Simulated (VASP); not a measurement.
Set up this calculation in VASP 6.6.1, as the native input.

```
Task                   : single point
Functional             : BLYP
Potentials or basis    : VASP PAW PBE potentials, release 64 (Re)
Cutoff                 : 520 eV
k mesh                 : 11 × 11 × 11
Occupations            : fermi-dirac, width 0.1 eV
Spin                   : no spin polarisation
Dipole correction      : no
Further INCAR settings : ALGO = Normal; EDIFF = 1e-07; NBANDS = 14
```

The structure of Re lies in POSCAR:

```
Re
1.0
    0.0000000000      2.8999934875      2.8999934875
    2.8999934875      0.0000000000      2.8999934875
    2.8999934875      2.8999934875      0.0000000000
Re
2
Direct
    0.1250000000      0.1250000000      0.1250000000
    0.8750000000      0.8750000000      0.8750000000
```

This isn't the form of Re at room conditions, which is hcp.

One way to write it, as run:

INCAR

```
SYSTEM = Re
  PREC = Accurate
  ENCUT = 520
  EDIFF = 1E-7
  ISMEAR = -1
  SIGMA = 0.1
  LREAL = .FALSE.
  LASPH = .TRUE.
  NELM = 60
  ALGO = Normal
  ISIF = 2
  LWAVE = .FALSE.
  LCHARG = .FALSE.
  GGA = B5
  ALDAX = 1.0
  AGGAX = 1.0
  AGGAC = 1.0
  ALDAC = 0.0
  NBANDS = 14
```

KPOINTS

```
regular mesh
0
G
  11 11 11
  0 0 0
```

Potentials or basis: VASP PAW PBE potentials, release 64 (Re).

Run with:

```console
$ cat potpaw_PBE.64/Re/POTCAR > POTCAR
$ mpirun -np 1 vasp_std > vasp.out
```

It gave:

```yaml
Pressure: -6.1 GPa
Band_gap_on_the_k_mesh: none (metal or under the smearing width)
```

Caveat: the PAW data sets were made with another functional, which shifts forces and pressure a little.

Wall time 34 s on 1 thread of Intel(R) Xeon(R) 6975P-C (Granite Rapids) (shared host), peak memory 0.18 GiB.
